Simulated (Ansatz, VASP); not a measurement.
**One calculation of Rb, two programs**

The input INCAR:

```
PREC = Accurate
ENCUT = 520
EDIFF = 1E-6
ISMEAR = -1
SIGMA = 0.05
LREAL = False
LASPH = True
NELM = 100
ALGO = Normal
ISIF = 2
LWAVE = False
LCHARG = False
GGA = PE
NBANDS = 10
```

The input KPOINTS:

```
regular mesh
0
Gamma
  8 8 8
```

Contents of POSCAR:

```
Rb
1.0
   -2.7776546277      2.7776546277      2.7776546277
    2.7776546277     -2.7776546277      2.7776546277
    2.7776546277      2.7776546277     -2.7776546277
Rb
1
Direct
    0.0000000000      0.0000000000      0.0000000000
```

Input for Ansatz:

```yaml
crystal:
  lattice:
    - [-2.7776546277, 2.7776546277, 2.7776546277]
    - [2.7776546277, -2.7776546277, 2.7776546277]
    - [2.7776546277, 2.7776546277, -2.7776546277]
  atoms:
    - { symbol: Rb, position: [0.0, 0.0, 0.0] }
kpoints:
  mp_grid: { grid: [8, 8, 8] }
scf:
  occupations: { method: fermi_dirac, width: 0.05 }
hamiltonian:
  xc: pbe
  pseudopotentials: { kind: all_electron, lapw: { basis_error: 0.001 } }
output:
  forces: true
  stress: true
  eigenvalues: true
```

Change from the starting cell: volume scaled by 0.97.

Alike in both runs: task single point; functional PBE; k mesh 8 × 8 × 8; occupations fermi-dirac, width 0.05 eV; no spin polarisation.

|  | VASP | Ansatz |
| --- | --- | --- |
| version | VASP 6.6.1 | Ansatz 0.2.0 |
| potentials or method | VASP PAW PBE potentials, release 64 (Rb_sv) | all-electron LAPW, scalar-relativistic |
| plane-wave cutoff (eV) | 520 | see its input |

```tsv
	VASP	Ansatz	Ansatz less VASP
pressure (GPa)	0.2	0.2	0.00
```

Ansatz ran all-electron here, so the differences hold the error of VASP's frozen core and of both bases.
